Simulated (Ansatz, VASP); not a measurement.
Two plane-wave programs on GaAs

```
CELL_PARAMETERS angstrom
0.00000 2.82685 2.77031
2.82685 0.00000 2.77031
2.82685 2.82685 0.00000
ATOMIC_POSITIONS crystal
Ga 0.00000 0.00000 0.00000
As 0.75000 0.75000 0.75000
```

Change from the starting cell: strain -0.0200 x Voigt [0, 0, 1, 0, 0, 0], atoms carried along.

Alike in both runs: task single point; functional r2SCAN; k mesh 8 × 8 × 8; occupations gaussian, width 0.05 eV; no spin polarisation.

```csv
,VASP,Ansatz
version,VASP 6.6.1,Ansatz 0.2.0
potentials or method,"VASP PAW PBE potentials, release 64 (Ga_d, As)","scalar-relativistic, plane waves, PAW"
plane-wave cutoff (eV),520,500
valence electrons in the cell,18,28
```

Ansatz gave:

- gap on the k mesh at the Fermi level (eV): 1.10
- least direct gap on the mesh (eV): 1.10
- pressure (GPa): 2.1
- largest component of the traceless stress (GPa): 0.88

**Question.** What did VASP give for the same quantities?

**Answer.** gap on the k mesh at the Fermi level (eV): 1.08; least direct gap on the mesh (eV): 1.08; pressure (GPa): 2.2; largest component of the traceless stress (GPa): 0.89.

The two sets of potentials don't hold the same shells in valence.

Caveats: the PAW data sets were made with another functional, which shifts forces and pressure a little (VASP). A k mesh can miss the band edges.
